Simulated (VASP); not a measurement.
BaO (strained rocksalt): one r²SCAN single-point calculation in two programs

```
Ba O
1.0
     0.00000    2.68878    2.68878
     2.68878    0.00000    2.68878
     2.68878    2.68878    0.00000
Ba O
1 1
Direct
  0.00000 0.00000 0.00000
  0.50000 0.50000 0.50000
```

The two codes use different PAW datasets and cutoffs. VASP's cell holds 16 valence electrons and Ansatz's 16. Ansatz's stress includes a Pulay correction; VASP's doesn't.

Cutoffs: 520 eV in VASP, 500 eV in Ansatz. k meshes: 8×8×8 and 8×8×8.

```json
{"": "gap between bands v and c", "VASP": "1.95 eV", "Ansatz": "2.03 eV"}
{"": "least direct gap", "VASP": "1.95 eV", "Ansatz": "2.03 eV"}
{"": "pressure", "VASP": "11.0 GPa", "Ansatz": "8.5 GPa"}
```

Band v is the last that the valence electrons fill when counted band by band, and c is the next. Levels in eV from the top of v, Ansatz:

| point | v−1 | v | c | c+1 |
| --- | --- | --- | --- | --- |
| Γ | -0.77 | -0.77 | 4.62 | 5.10 |
| X | -0.40 | 0.00 | 2.03 | 6.98 |
| K | -1.07 | -0.20 | 3.58 | 6.98 |
| L | -1.96 | -1.96 | 5.41 | 7.95 |
| W | -0.30 | -0.30 | 4.85 | 4.85 |

VASP:

```csv
point,v−1,v,c,c+1
Γ,-0.64,-0.64,4.54,5.02
X,-0.33,0.00,1.95,6.92
K,-1.04,-0.19,3.59,7.21
L,-1.97,-1.97,5.37,7.89
W,-0.29,-0.29,4.95,4.95
```
